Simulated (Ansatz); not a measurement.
# TlCl: the cost of one run

Method: DFT PBE with spin–orbit coupling, plane waves, PAW, in Ansatz 0.2.0.

2 further runs of the same task are left out: 2 set aside as unsound or not needed. Runs told in other sessions of the task aren't counted.

## Step 1: The structure to begin with

Symmetry: Pm-3m, No. 221, cubic system. Conventional cell: a = 3.834 Å, b = 3.834 Å, c = 3.834 Å, α = 90.00°, β = 90.00°, γ = 90.00°. Tl (site symmetry m-3m) is surrounded by 8 Cl at 3.32 Å. Cl (site symmetry m-3m) has 8 Tl at 3.32 Å in its first shell of neighbours.

Coordinates:

```cif
data_structure
_symmetry_space_group_name_H-M 'Pm-3m'
_symmetry_Int_Tables_number 221
_cell_length_a 3.8340
_cell_length_b 3.8340
_cell_length_c 3.8340
_cell_angle_alpha 90.000
_cell_angle_beta 90.000
_cell_angle_gamma 90.000
_cell_volume 56.36
loop_
_atom_site_label
_atom_site_type_symbol
_atom_site_symmetry_multiplicity
_atom_site_Wyckoff_symbol
_atom_site_fract_x
_atom_site_fract_y
_atom_site_fract_z
_atom_site_occupancy
Tl1 Tl 1 a 0.00000 0.00000 0.00000 1
Cl1 Cl 1 b 0.50000 0.50000 0.50000 1
```

The cell is the measured one, not relaxed. An earlier run on this cell at PBE, without spin–orbit coupling gave 1.29 GPa at 28.179 Å³/atom (10×10×10 mesh), gap on the mesh 2.08 eV.

## Step 2: Spin-orbit coupling: topological invariants

The input, input.yaml:

```yaml
crystal:
  lattice:
    - [3.8339977844, 0.0, 0.0]
    - [0.0, 3.8339977844, 0.0]
    - [0.0, 0.0, 3.8339977844]
  atoms:
    - { symbol: Tl, position: [0.0, 0.0, 0.0] }
    - { symbol: Cl, position: [0.5, 0.5, 0.5] }
basis:
  ecutwfc: 420
  ecutrho_ratio: 4
kpoints:
  mp_grid: { grid: [6, 6, 6] }
hamiltonian:
  xc: pbe
scf:
  occupations: { method: gaussian, width: 0.05 }
output:
  forces: true
  stress: true
  eigenvalues: true
  populations: true
  topological_invariants: true
magnetization:
  noncollinear: true
  spin_orbit: true
```

On the command line:

```
ansatz run input.yaml --threads 4 --pin off --max-ram 9216MiB --backend cpu --events-out ev --progress --plain --runs-dir out
```

**Question.** How long does this run take on 4 threads of Intel Xeon at 2.50GHz (Skylake/Cascade Lake), shared host, and how much memory does it need?

About 17 s, with a peak of 0.65 GiB.
